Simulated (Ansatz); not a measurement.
Runs of Ansatz 0.2.0 on WS2. The cell holds a slab with vacuum, 3 atoms: a = 3.184 Å, b = 3.184 Å, c = 16.951 Å, α = 90.00°, β = 90.00°, γ = 120.00°. 

```tsv
task	potentials or basis	spin	cell	k mesh	cutoff (eV)	basis error allowed	gap on the mesh (eV)	largest force (eV/Å)
band structure	all-electron LAPW, relativistic spinors	SOC, no magnetisation	as given	8 × 8 × 2	259	0.002 eV/atom	-	0.12
single point	all-electron LAPW, scalar-relativistic	off	atoms moved at random, drawn with an rms of 0.05 Å	10 × 10 × 2	301	0.001 eV/atom	1.91	1.88
band structure	all-electron LAPW, scalar-relativistic	off	as given	8 × 8 × 2	259	0.002 eV/atom	(a)	0.12
single point	all-electron LAPW, scalar-relativistic	off	as given	10 × 10 × 2	283	0.001 eV/atom	1.99	0.12
```

Alike in all rows: level PBEsol; smearing fermi-dirac 0.05 eV.

Q: Fill in the values left out.

A: (a) 2.06.

Caveats: spin-orbit coupling is left out, which moves the levels of the heavy elements (some runs).

A k mesh can miss the band edges, and rows without SOC leave out spin-orbit coupling on W.

The runs don't all hold the same shells in valence.
